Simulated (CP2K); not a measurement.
Runs of CP2K 2026.2 on WS2 (Tungstenite). It takes space group P6_3/mmc (No. 194, hexagonal). Conventional cell: a = 3.180 Å, b = 3.180 Å, c = 12.500 Å, α = 90.00°, β = 90.00°, γ = 120.00°. W (site symmetry -6m2) has 6 S at 2.41 Å as nearest neighbours. S (site symmetry 3m) has 3 W at 2.41 Å as nearest neighbours. 

| task | level | potentials or basis | U | k mesh | smearing | EPS_DEFAULT | NGRIDS | PLUS_U_METHOD | shape of the broadening | broadening of the DOS (eV) | gap on the mesh (eV) | pressure (GPa) | largest force (eV/Å) |
| --- | --- | --- | --- | --- | --- | --- | --- | --- | --- | --- | --- | --- | --- |
| projected density of states | PBE+U | GTH_POTENTIALS W GTH-PBE-q14, S GTH-PBE-q6; DZVP-MOLOPT-SR-GTH basis | W d U = 2.0 eV | 7 × 7 × 2 | fermi-dirac 0.05 eV | 1.0E-9 | 4 | MULLIKEN | GAUSSIAN | 0.2 eV | 1.16 | - | 0.07 |
| projected density of states | PBE | GTH_POTENTIALS W GTH-PBE-q14, S GTH-PBE-q6; DZVP-MOLOPT-SR-GTH basis | - | 7 × 7 × 2 | fermi-dirac 0.05 eV | 1.0E-9 | 4 | - | GAUSSIAN | 0.2 eV | 1.17 | (b) | 0.05 |
| band structure | r2SCAN | POTENTIAL_UZH W GTH-SCAN-q14, S GTH-SCAN-q6; TZVP-MOLOPT-SCAN-GTH basis | - | 10 × 10 × 3 | fermi-dirac 0.05 eV | 1.0E-10 | 5 | - | - | - | 1.27 | (a) | 0.23 |
| band structure | PBE | POTENTIAL_UZH W GTH-PBE-q14, S GTH-PBE-q6; TZVP-MOLOPT-PBE-GTH basis | - | 10 × 10 × 3 | fermi-dirac 0.1 eV | 1.0E-9 | 4 | - | - | - | 1.12 | 1.7 | 0.08 |
| band structure | PBEsol | POTENTIAL_UZH W GTH-PBE-q14, S GTH-PBE-q6; TZVP-MOLOPT-PBE-GTH basis | - | 10 × 10 × 3 | fermi-dirac 0.1 eV | 1.0E-9 | 5 | - | - | - | 1.07 | -2.2 | 0.07 |
| projected density of states | PBE+U | GTH_POTENTIALS W GTH-PBE-q14, S GTH-PBE-q6; DZVP-MOLOPT-SR-GTH basis | W d U = 4.0 eV | 7 × 7 × 2 | fermi-dirac 0.05 eV | 1.0E-9 | 4 | MULLIKEN | GAUSSIAN | 0.2 eV | 1.03 | - | 0.07 |
| band structure | TB-mBJ | POTENTIAL_UZH W GTH-PBE-q14, S GTH-PBE-q6; TZVP-MOLOPT-PBE-GTH basis | - | 10 × 10 × 3 | fermi-dirac 0.05 eV | 1.0E-9 | 4 | - | - | - | 1.22 | - | - |
| band structure | LDA | GTH_POTENTIALS W GTH-PADE-q14, S GTH-PADE-q6; TZVP-MOLOPT-PBE-GTH basis | - | 10 × 10 × 3 | fermi-dirac 0.1 eV | 1.0E-9 | 4 | - | - | - | 0.89 | -15.3 | 0.63 |

Alike in all rows: no spin polarisation; cell as given.

Fill in the values left out.

(a) -1.0; (b) 1.2.

Caveats: spin-orbit coupling is left out, which moves the levels of the heavy elements; the basis of atomic orbitals isn't converged, which shifts pressures, moduli and gaps; this functional lacks dispersion, which binds the layers, so the pressure and a relaxed spacing across them are unreliable (some runs); an odd mesh through Γ misses points on the zone boundary, where band edges often lie (some runs); this program's U acts on Mulliken populations of all basis functions of the shell, so it isn't the U of plane-wave codes (some runs); energies scatter by some meV and the pressure isn't listed (some runs); the potentials were made for another functional, which shifts forces and pressure (some runs).

A k mesh can miss the band edges, and the runs leave out spin-orbit coupling on W.
